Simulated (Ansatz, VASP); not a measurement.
# Two plane-wave programs on MgO

```
CELL_PARAMETERS angstrom
0.00000 2.09700 2.09700
2.09700 0.00000 2.09700
2.09700 2.09700 0.00000
ATOMIC_POSITIONS crystal
Mg 0.00000 0.00000 0.00000
O 0.50000 0.50000 0.50000
```

The cell is a database's computed one.

Alike in both runs: functional PBEsol; k mesh 11 × 11 × 11; occupations fermi-dirac, width 0.05 eV; no spin polarisation.

```csv
,VASP,Ansatz
version,VASP 6.6.1,Ansatz 0.2.0
potentials or method,"VASP PAW PBE potentials, release 64 (Mg, O)",Ansatz PAW
plane-wave cutoff (eV),520,420
valence electrons in the cell,8,16
task,single point,band structure
```

|  | VASP | Ansatz | Ansatz less VASP |
| --- | --- | --- | --- |
| gap on the k mesh at the Fermi level (eV) | 4.76 | 4.76 | -0.001 |
| least direct gap on the mesh (eV) | 4.76 | 4.76 | -0.001 |
| pressure (GPa) | 1.9 | 2.3 | +0.48 |

The two sets of potentials don't hold the same shells in valence.

Caveats: the PAW data sets were made with another functional, which shifts forces and pressure a little (VASP); the pressure holds a Pulay correction of +0.7 GPa for the finite cutoff (Ansatz); the PAW data sets come from PBE, with cores solved anew for the run's functional, which leaves a small shift of forces and pressure (Ansatz). As with any semilocal functional, this PBEsol gap is likely too small.
